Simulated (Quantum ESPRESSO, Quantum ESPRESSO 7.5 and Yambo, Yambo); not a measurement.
# Beyond one shot: SiC (Moissanite)

Aim: iterate the self-energy on SiC (Moissanite) and follow the gap from cycle to cycle.

Method: PBE and many-body steps on it, plane waves, in Quantum ESPRESSO 7.5 and Yambo 5.3.0.

**What was measured.**

- Gap 3 eV: optical absorption onset, approximate; UV-Vis-NIR transmission; bulk crystal (400 micron semi-insulating 6H-SiC wafer) (“Effects of energetic ion irradiation on WSe2/SiC heterostructures”, 2017, pmc:5482891).

- Gap 3.02 eV: band gap at cryogenic temperature; bulk crystal (literature value) (quoted in “Silicon carbide diodes for neutron detection”, 2020, arxiv:2009.14696).

- Gap 3.03 eV: indirect gap, experimental literature value; quoted from earlier experiment; bulk crystal (quoted in “Charge spill-out and work function of few-layer graphene on SiC(0001)”, 2018, arxiv:1806.04908).

This is a report of a sequence of runs, with most program output left out.

## 1. The structure

The structure is hexagonal, space group P6_3mc (No. 186). The conventional cell has a = 3.081 Å, b = 3.081 Å, c = 15.125 Å, α = 90.00°, β = 90.00°, γ = 120.00°. Si has 4 C at 1.88 to 1.90 Å nearest. Nearest to Si lie 4 C at 1.89 Å. Nearest to C lie 4 Si at 1.88 to 1.89 Å. C has 4 Si at 1.89 Å nearest. Nearest to C lie 4 Si at 1.89 to 1.90 Å. Farther neighbours are not listed.

As a file:

```cif
data_structure
_symmetry_space_group_name_H-M 'P 1'
_symmetry_Int_Tables_number 1
_cell_length_a 3.0810
_cell_length_b 3.0810
_cell_length_c 15.1248
_cell_angle_alpha 90.000
_cell_angle_beta 90.000
_cell_angle_gamma 120.000
_cell_volume 124.34
loop_
_atom_site_label
_atom_site_type_symbol
_atom_site_fract_x
_atom_site_fract_y
_atom_site_fract_z
_atom_site_occupancy
Si1 Si 0.00000 0.00000 0.00000 1
Si2 Si 0.00000 0.00000 0.50000 1
Si3 Si 0.33333 0.66667 0.16640 1
Si4 Si 0.66667 0.33333 0.66640 1
Si5 Si 0.66667 0.33333 0.33290 1
Si6 Si 0.33333 0.66667 0.83290 1
C7 C 0.33333 0.66667 0.04120 1
C8 C 0.66667 0.33333 0.54120 1
C9 C 0.66667 0.33333 0.20800 1
C10 C 0.33333 0.66667 0.70800 1
C11 C 0.00000 0.00000 0.37460 1
C12 C 0.00000 0.00000 0.87460 1
```

The cell and positions come from the Crystallography Open Database and are kept as given unless a step says otherwise.

## 2. Empty states on the mesh, 6×6×1 mesh, 207 bands

This step: Quantum ESPRESSO 7.5; DFT, PBE, plane waves, norm-conserving pseudopotentials.

The sums over transitions need many empty states on a uniform mesh; this step solves for them.

File pw.in:

```
&control
  calculation = 'nscf'
  prefix = 'x'
  outdir = 'o'
  pseudo_dir = 'pseudo'
/
&system
  ibrav = 0
  nat = 12
  ntyp = 2
  ecutwfc = 74.0
  nbnd = 207
  force_symmorphic = .true.
/
&electrons
  conv_thr = 1e-9
  electron_maxstep = 80
  diago_full_acc = .true.
  diago_thr_init = 5e-6
/
ATOMIC_SPECIES
  Si 28.085 Si.upf
  C 12.011 C.upf
CELL_PARAMETERS angstrom
  3.0810000000 -0.0000000000 0.0000000000
  -1.5405000000 2.6682242691 0.0000000000
  0.0000000000 0.0000000000 15.1248000000
ATOMIC_POSITIONS crystal
  Si 0.0000000000 0.0000000000 0.0000000000
  Si 0.0000000000 0.0000000000 0.5000000000
  Si 0.3333333333 0.6666666667 0.1664000000
  Si 0.6666666667 0.3333333333 0.6664000000
  Si 0.6666666667 0.3333333333 0.3329000000
  Si 0.3333333333 0.6666666667 0.8329000000
  C 0.3333333333 0.6666666667 0.0412000000
  C 0.6666666667 0.3333333333 0.5412000000
  C 0.6666666667 0.3333333333 0.2080000000
  C 0.3333333333 0.6666666667 0.7080000000
  C 0.0000000000 0.0000000000 0.3746000000
  C 0.0000000000 0.0000000000 0.8746000000
K_POINTS automatic
  6 6 1 0 0 0
```

The run is started by

```console
> OMP_NUM_THREADS=1 mpirun -n 16 pw.x -nk 4 -in pw.in > pw.out
```

Wall time 16 s (16 MPI ranks of Arm Neoverse V2, shared host); peak memory 1.5 GiB.

This step gave:

```
gap                                                           : 2.017 eV
k of the valence top                                          : 0, 0, 0
k of the conduction bottom                                    : 0, -0.5, 0
least direct gap                                              : 3.123 eV
k points computed                                             : 7
lowest point of the top converged band, above the valence top : 62.5700 eV
```

On this mesh the gap is 2.017 eV.

The density comes from a self-consistent run that is not shown.

## 3. Conversion and set-up

This step: Yambo 5.3.0; conversion and set-up on PBE, plane waves, norm-conserving pseudopotentials.

The states are converted to the many-body program's format and the q mesh is built.

The run is started by

```console
> (cd o/x.save; p2y > p2y.log; mv SAVE ../..); yambo > setup.log
```

Wall time 2.2 s (1 MPI rank); peak memory 0.24 GiB.

## 4. G0W0

Now the one-shot GW correction: screening in the RPA, then the self-energy of the levels asked for.

This step: G0W0 on PBE, plane waves, norm-conserving pseudopotentials.

File gw1.in:

```
HF_and_locXC
gw0
dyson
ppa
em1d
rim_cut
RandQpts= 1000000
RandGvec= 1 RL
EXXRLvcs= 74 Ry
VXCRLvcs= 296 Ry
Chimod= "HARTREE"
% BndsRnXp
 1 | 207 |
%
NGsBlkXp= 9 Ry
% LongDrXp
 1 | 1 | 1 |
%
% GbndRnge
 1 | 207 |
%
DysSolver= "n"
ExtendOut
PPAPntXp= 27.21138 eV
% QPkrange
 1 | 1 | 23 | 26 |
 4 | 4 | 23 | 26 |
%
```

The run is started by

```console
> OMP_NUM_THREADS=2 mpirun -n 8 yambo -F gw1.in -J gw1 -C gw1 > gw1.log
```

The job ended after 3.1 min (8 MPI ranks; peak memory 4.7 GiB).

This step gave:

```
G0W0 gap on the points computed              : 2.605 eV
starting gap on the mesh                     : 2.017 eV
k of the valence top                         : 0, 0, 0
k of the conduction bottom                   : 0, -0.5, 0
least direct G0W0 gap on the computed points : 3.875 eV
Z at the valence top                         : 0.8012
Z at the conduction bottom                   : 0.8236
```

The gap on the mesh goes from 2.02 eV to 2.61 eV, a correction of +0.59 eV.

## 5. evGW0, cycle 1

This step: evGW0 on PBE, plane waves, norm-conserving pseudopotentials.

gw3.in, as its differences from gw1.in of step 4:

```diff
@@ -25,4 +25,4 @@
 % QPkrange
- 1 | 1 | 23 | 26 |
- 4 | 4 | 23 | 26 |
+ 1 | 7 | 19 | 29 |
 %
+GfnQPdb= "E < ./gw2/ndb.QP"
```

The run is started by

```console
> OMP_NUM_THREADS=2 mpirun -n 8 yambo -F gw3.in -J gw3,gw1_W -C gw3 > gw3.log
```

Wall time 4.4 min (8 MPI ranks); peak memory 4.9 GiB.

This step gave:

```yaml
quasiparticle_gap_on_the_mesh: 2.689 eV
gap_of_the_density_functional_on_the_mesh: 2.017 eV
k_of_the_valence_top: 0, 0, 0
k_of_the_conduction_bottom: 0, -0.5, 0
least_direct_quasiparticle_gap_on_the_computed_points: 3.980 eV
z_at_the_valence_top: 0.8061
z_at_the_conduction_bottom: 0.8315
```

Against G0W0 in Yambo (6×6×1 mesh, 207 bands, screening to 122.5 eV, Godby-Needs plasmon pole), the gap moves by +0.084 eV.

The program's own table gives 2.789 eV, which is too large where the input levels are shifted: this version takes Σc at the unshifted level E₀, yet steps from the shifted one. The value above is the Newton step from E₀, E₀ + Z(Σc + Σx − Vxc), rebuilt from the printed columns.

## 6. evGW0, cycle 2

The corrected levels of the last cycle go back in.

gw4.in, as its differences from gw3.in of step 5:

```diff
@@ -27,2 +27,2 @@
 %
-GfnQPdb= "E < ./gw2/ndb.QP"
+GfnQPdb= "E < ./gw3_fix/ndb.QP"
```

The run is started by

```console
> OMP_NUM_THREADS=2 mpirun -n 8 yambo -F gw4.in -J gw4,gw1_W -C gw4 > gw4.log
```

Wall time 4.1 min (8 MPI ranks); peak memory 4.9 GiB; 59 min of CPU time.

This step gave:

```
quasiparticle gap on the mesh                         : 2.701 eV
gap of the density functional on the mesh             : 2.017 eV
k of the valence top                                  : 0, 0, 0
k of the conduction bottom                            : 0, -0.5, 0
least direct quasiparticle gap on the computed points : 3.995 eV
```

Against the cycle before, the gap moves by +0.012 eV.

The program's own table gives 2.814 eV, which is too large where the input levels are shifted: this version takes Σc at the unshifted level E₀, yet steps from the shifted one. The value above is the Newton step from E₀, E₀ + Z(Σc + Σx − Vxc), rebuilt from the printed columns.

## 7. evGW0, cycle 3

gw5.in, as its differences from gw4.in of step 6:

```diff
@@ -27,2 +27,2 @@
 %
-GfnQPdb= "E < ./gw3_fix/ndb.QP"
+GfnQPdb= "E < ./gw4_fix/ndb.QP"
```

The run is started by

```console
> OMP_NUM_THREADS=2 mpirun -n 8 yambo -F gw5.in -J gw5,gw1_W -C gw5 > gw5.log
```

It took 4.1 min on 8 MPI ranks; peak memory 4.9 GiB; 59 min of CPU time.

This step gave:

- quasiparticle gap on the mesh: 2.703 eV
- gap of the density functional on the mesh: 2.017 eV
- k of the valence top: 0, 0, 0
- k of the conduction bottom: 0, -0.5, 0
- least direct quasiparticle gap on the computed points: 3.998 eV

Against the cycle before, the gap moves by +0.002 eV.

The program's own table gives 2.818 eV, which is too large where the input levels are shifted: this version takes Σc at the unshifted level E₀, yet steps from the shifted one. The value above is the Newton step from E₀, E₀ + Z(Σc + Σx − Vxc), rebuilt from the printed columns.

## 8. evGW, cycle 1

This step: evGW on PBE, plane waves, norm-conserving pseudopotentials.

gw6.in, as its differences from gw5.in of step 7:

```diff
@@ -27,2 +27,3 @@
 %
-GfnQPdb= "E < ./gw4_fix/ndb.QP"
+GfnQPdb= "E < ./gw2/ndb.QP"
+XfnQPdb= "E < ./gw2/ndb.QP"
```

The run is started by

```console
> OMP_NUM_THREADS=2 mpirun -n 8 yambo -F gw6.in -J gw6 -C gw6 > gw6.log
```

The job ended after 6 min (8 MPI ranks; peak memory 5 GiB; 87 min of CPU time).

Numbers from this step:

```
quasiparticle gap on the mesh                         : 2.827 eV
gap of the density functional on the mesh             : 2.017 eV
k of the valence top                                  : 0, 0, 0
k of the conduction bottom                            : 0, -0.5, 0
least direct quasiparticle gap on the computed points : 4.127 eV
```

Against G0W0 in Yambo (6×6×1 mesh, 207 bands, screening to 122.5 eV, Godby-Needs plasmon pole), the gap moves by +0.221 eV.

The program's own table gives 2.920 eV, which is too large where the input levels are shifted: this version takes Σc at the unshifted level E₀, yet steps from the shifted one. The value above is the Newton step from E₀, E₀ + Z(Σc + Σx − Vxc), rebuilt from the printed columns.

## 9. evGW, cycle 2

gw7.in, as its differences from gw6.in of step 8:

```diff
@@ -27,3 +27,3 @@
 %
-GfnQPdb= "E < ./gw2/ndb.QP"
-XfnQPdb= "E < ./gw2/ndb.QP"
+GfnQPdb= "E < ./gw6_fix/ndb.QP"
+XfnQPdb= "E < ./gw6_fix/ndb.QP"
```

The run is started by

```console
> OMP_NUM_THREADS=2 mpirun -n 8 yambo -F gw7.in -J gw7 -C gw7 > gw7.log
```

Wall time 6.5 min (8 MPI ranks); peak memory 5 GiB; 89 min of CPU time.

This step gave:

| Quantity | Value |
| --- | --- |
| quasiparticle gap on the mesh | 2.893 eV |
| gap of the density functional on the mesh | 2.017 eV |
| k of the valence top | 0, 0, 0 |
| k of the conduction bottom | 0, -0.5, 0 |
| least direct quasiparticle gap on the computed points | 4.202 eV |

Against the cycle before, the gap moves by +0.067 eV.

The program's own table gives 3.017 eV, which is too large where the input levels are shifted: this version takes Σc at the unshifted level E₀, yet steps from the shifted one. The value above is the Newton step from E₀, E₀ + Z(Σc + Σx − Vxc), rebuilt from the printed columns.

## 10. evGW, cycle 3

gw8.in, as its differences from gw7.in of step 9:

```diff
@@ -27,3 +27,3 @@
 %
-GfnQPdb= "E < ./gw6_fix/ndb.QP"
-XfnQPdb= "E < ./gw6_fix/ndb.QP"
+GfnQPdb= "E < ./gw7_fix/ndb.QP"
+XfnQPdb= "E < ./gw7_fix/ndb.QP"
```

The run is started by

```console
> OMP_NUM_THREADS=2 mpirun -n 8 yambo -F gw8.in -J gw8 -C gw8 > gw8.log
```

Elapsed: 6.5 min, on 8 MPI ranks; peak memory 5.1 GiB; 1.5 h of CPU time.

This step gave:

```
quasiparticle gap on the mesh                         : 2.913 eV
gap of the density functional on the mesh             : 2.017 eV
k of the valence top                                  : 0, 0, 0
k of the conduction bottom                            : 0, -0.5, 0
least direct quasiparticle gap on the computed points : 4.223 eV
```

Against the cycle before, the gap moves by +0.019 eV.

The program's own table gives 3.045 eV, which is too large where the input levels are shifted: this version takes Σc at the unshifted level E₀, yet steps from the shifted one. The value above is the Newton step from E₀, E₀ + Z(Σc + Σx − Vxc), rebuilt from the printed columns.

## 11. evGW, cycle 4

gw9.in, as its differences from gw8.in of step 10:

```diff
@@ -27,3 +27,3 @@
 %
-GfnQPdb= "E < ./gw7_fix/ndb.QP"
-XfnQPdb= "E < ./gw7_fix/ndb.QP"
+GfnQPdb= "E < ./gw8_fix/ndb.QP"
+XfnQPdb= "E < ./gw8_fix/ndb.QP"
```

The run is started by

```console
> OMP_NUM_THREADS=2 mpirun -n 8 yambo -F gw9.in -J gw9 -C gw9 > gw9.log
```

The job ended after 6.6 min (8 MPI ranks; peak memory 5 GiB; 1.6 h of CPU time).

This step gave:

```
quasiparticle gap on the mesh                         : 2.918 eV
gap of the density functional on the mesh             : 2.017 eV
k of the valence top                                  : 0, 0, 0
k of the conduction bottom                            : 0, -0.5, 0
least direct quasiparticle gap on the computed points : 4.229 eV
```

Against the cycle before, the gap moves by +0.005 eV.

The program's own table gives 3.053 eV, which is too large where the input levels are shifted: this version takes Σc at the unshifted level E₀, yet steps from the shifted one. The value above is the Newton step from E₀, E₀ + Z(Σc + Σx − Vxc), rebuilt from the printed columns.

## 12. The runs together

Times are wall times on 8 MPI ranks of Arm Neoverse V2, shared host, good to a factor of about two.

```
           run   mesh  bands  screening cutoff (eV)  DFT gap (eV)  gap on the mesh (eV)  direct (eV)     time
          G0W0  6×6×1    207                  122.5         2.017                 2.605        3.875  3.1 min
evGW0, cycle 1  6×6×1    207                  122.5         2.017                 2.689        3.980  4.4 min
evGW0, cycle 2  6×6×1    207                  122.5         2.017                 2.701        3.995  4.1 min
evGW0, cycle 3  6×6×1    207                  122.5         2.017                 2.703        3.998  4.1 min
 evGW, cycle 1  6×6×1    207                  122.5         2.017                 2.827        4.127    6 min
 evGW, cycle 2  6×6×1    207                  122.5         2.017                 2.893        4.202  6.5 min
 evGW, cycle 3  6×6×1    207                  122.5         2.017                 2.913        4.223  6.5 min
 evGW, cycle 4  6×6×1    207                  122.5         2.017                 2.918        4.229  6.6 min
```

## 13. Summary of results

| Item | Value |
| --- | --- |
| G0W0 | 2.605 eV |
| evGW0, cycle 1 | 2.689 eV |
| evGW0, cycle 2 | 2.701 eV |
| evGW0, cycle 3 | 2.703 eV |
| evGW, cycle 1 | 2.827 eV |
| evGW, cycle 2 | 2.893 eV |
| evGW, cycle 3 | 2.913 eV |
| evGW, cycle 4 | 2.918 eV |
| known limits | not at the basis limit; coarse k mesh |

evGW0 ends at 2.70 eV, +0.10 eV from G0W0, after 3 cycles that took 13 min beside the first screening; the last moved the gap by 0.002 eV. evGW ends at 2.92 eV, +0.31 eV from G0W0, after 4 cycles that took 26 min beside the first screening; the last moved the gap by 0.005 eV. Against experiment, by evGW, cycle 4: the gap of 2.92 eV lies −0.08 eV from the measured 3 eV (optical, 2017); the gap of 2.92 eV lies −0.10 eV from the measured 3.02 eV (kind not stated, quoted 2020); the gap of 2.92 eV lies −0.11 eV from the measured 3.03 eV (indirect, quoted 2018). An exciton line or allowed optical edge lies below the quasiparticle gap by the binding energy; a forbidden edge can push the onset above it. These are gaps on the mesh, at modest bands and cutoff. The calculation has static nuclei and no excitons; a measured gap holds zero-point and thermal motion, which mostly lowers it. Bands and cutoff are finite, so the gap is not at the basis limit. The miss can reach some tenths of an eV and take either sign; the mesh is an error of its own. The 6×6×1 mesh is coarse for this cell, which bears on the long-range parts of exchange and screening.

[Paths, hosts, dates, memory and timing lines, banners, echoed tables and standing remarks are left out of the program output.]

[Logs are printed without paths, hosts, clocks, repeated set-up lines and the standing remarks that a program may print on its own settings, such as how far it seeks lower states.]

[Runs of the session that timed out or met a known fault of the program may be left out.]

[Hosts, paths, dates, database ids (printed as entryN), source tags and the programs' standing remarks are cut or masked in the printed files.]
